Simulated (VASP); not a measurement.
# GaN: band structure with TB-mBJ

**The experiment to reproduce.**

A printed reference work, textbook reports, for a bulk crystal of GaN at 0 K: band gap 3.299 eV (direct).

GaN:

```
Ga N
1.0
     0.00000    2.25350    2.25350
     2.25350    0.00000    2.25350
     2.25350    2.25350    0.00000
Ga N
1 1
Cartesian
  0.0000 0.0000 0.0000
  1.1268 1.1268 1.1268
```

The cell is a database's computed one.

- Program: VASP 6.6.1
- Task: band structure
- Functional: TB-mBJ
- Potentials or basis: VASP PAW PBE potentials, release 64 (Ga_d, N)
- Cutoff: 520 eV
- k mesh: 10 × 10 × 10
- Occupations: gaussian, width 0.02 eV
- Spin: no spin polarisation
- Ladder: free
- Further INCAR settings: ALGO = Normal; EDIFF = 1e-07

```json
{
  "Band gap on the k mesh": "2.87 eV, direct",
  "Band gap along the path": "2.87 eV, direct"
}
```

Levels at the corners of the path, in eV from the valence-band top:
```
point  band 7  band 8  band 9  band 10  band 11  band 12
    Γ    0.00    0.00    0.00     2.87    11.71    11.71
    X   -5.58   -2.53   -2.53     4.62     8.10    13.19
    X   -5.58   -2.53   -2.53     4.62     8.10    13.19
    W   -5.15   -3.41   -3.27     7.33     9.90    11.60
    W   -5.15   -3.41   -3.27     7.33     9.90    11.60
    K   -5.31   -3.88   -2.03     6.23     9.27    12.47
    K   -5.31   -3.88   -2.03     6.23     9.27    12.47
    Γ    0.00    0.00    0.00     2.87    11.71    11.71
    Γ    0.00    0.00    0.00     2.87    11.71    11.71
    L   -6.44   -0.91   -0.91     6.00    10.08    11.60
    L   -6.44   -0.91   -0.91     6.00    10.08    11.60
    U   -5.31   -3.88   -2.03     6.23     9.27    12.47
    U   -5.31   -3.88   -2.03     6.23     9.27    12.47
    W   -5.15   -3.41   -3.27     7.33     9.90    11.60
    W   -5.15   -3.41   -3.27     7.33     9.90    11.60
    L   -6.44   -0.91   -0.91     6.00    10.08    11.60
    L   -6.44   -0.91   -0.91     6.00    10.08    11.60
    K   -5.31   -3.88   -2.03     6.23     9.27    12.47
    U   -5.31   -3.88   -2.03     6.23     9.27    12.47
    X   -5.58   -2.53   -2.53     4.62     8.10    13.19
```

It took 59 s on 1 thread of Intel(R) Xeon(R) 6975P-C (Granite Rapids), with other jobs on the host, peak memory 0.16 GiB.

Measured gap of GaN: 3.299 eV (direct; 0 K; a printed reference work, textbook). This calculation gives 2.87 eV (-0.43 eV). Spin-orbit coupling on Ga is left out. The value is that of TB-mBJ, without temperature or zero-point motion. The cell is a database's relaxed one, not the measured one, which moves gaps too.
